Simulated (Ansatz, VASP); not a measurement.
**One calculation of BaZrO3, two programs**

```
CELL_PARAMETERS angstrom
4.18150 0.00000 0.00000
0.00000 4.18150 0.00000
0.00000 0.00000 4.18150
ATOMIC_POSITIONS crystal
Ba 0.50000 0.50000 0.50000
Zr 0.00000 0.00000 0.00000
O 0.50000 0.00000 0.00000
O 0.00000 0.50000 0.00000
O 0.00000 0.00000 0.50000
```

Alike in both runs: task single point; functional PBE; k mesh 5 × 5 × 5; occupations fermi-dirac, width 0.03 eV; no spin polarisation.

|  | VASP | Ansatz |
| --- | --- | --- |
| version | VASP 6.6.1 | Ansatz 0.2.0 |
| potentials or method | VASP PAW PBE potentials, release 64 (Ba_sv, Zr_sv, O), cutoff 520 eV | all-electron LAPW, scalar-relativistic |

VASP gave:

- gap on the k mesh at the Fermi level (eV): 3.31
- pressure (GPa): 6.3

Task: Which values does Ansatz return?

Result: gap on the k mesh at the Fermi level (eV): 3.36; pressure (GPa): 5.2.

Ansatz ran all-electron here, so the differences hold the error of VASP's frozen core and of both bases.

Caveats: spin-orbit coupling is left out, which moves the levels of the heavy elements; an odd mesh through Γ misses points on the zone boundary, where band edges often lie. As with any semilocal functional, this PBE gap is likely too small.
